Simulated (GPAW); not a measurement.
Crystal: BP.

```
P B
1.0
     0.00000    2.26900    2.26900
     2.26900    0.00000    2.26900
     2.26900    2.26900    0.00000
P B
1 1
Direct
  0.25000 0.25000 0.25000
  0.00000 0.00000 0.00000
```

Base run:

- Program: GPAW 26.7.0
- Functional: vdW-DF2
- Potentials or basis: GPAW PAW data sets (gpaw-data 1.2.1)
- Cutoff: 800 eV
- Basis: pw
- k mesh: 10 × 10 × 10
- Occupations: fermi-dirac, width 0.05 eV
- Spin: no spin polarisation

Its results: band gap on the k mesh 1.65 eV, indirect (least direct gap 3.62 eV).

**Question.** The run is repeated on the same cell with these changes: functional from vdW-DF2 to revTPSS. What comes out?

**Answer.** Band gap on the k mesh 1.18 eV, indirect (least direct gap 3.54 eV).
